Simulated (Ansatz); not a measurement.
L1₀ (CuAu-type) CoPt, treated with PBE-D3(BJ) (PAW; Ansatz, an electronic-structure program).

Run with plane-wave cutoff 520 eV, 20×20×16 k mesh (along the axes of the cell as run), Fermi–Dirac smearing 0.05 eV, spin-polarised with parallel moments, scalar-relativistic PAW data made under PBE.

Cell (relaxed at this level):

```
CELL_PARAMETERS angstrom
      2.66803     0.00000     0.00000
      0.00000     2.66803     0.00000
      0.00000     0.00000     3.68076
ATOMIC_POSITIONS crystal
  Co 0.00000 0.00000 0.00000
  Pt 0.50000 0.50000 0.50000
```
Starting moments (μB, in the order of the record's atoms Co Pt): 2.0 0.0.

What does this level give for the bulk modulus, magnetic moment (largest site, within a sphere) and pressure derivative B′ of the bulk modulus?


- bulk modulus: 239 GPa
- magnetic moment (largest site, within a sphere): 1.90 μB
- pressure derivative B′ of the bulk modulus: 5.0

The run finds no gap.

Note: the bulk modulus comes from volumes at which shape and atoms were relaxed.

Moments are spin moments.

Spin–orbit coupling is not included.

Computed values are for the static lattice.
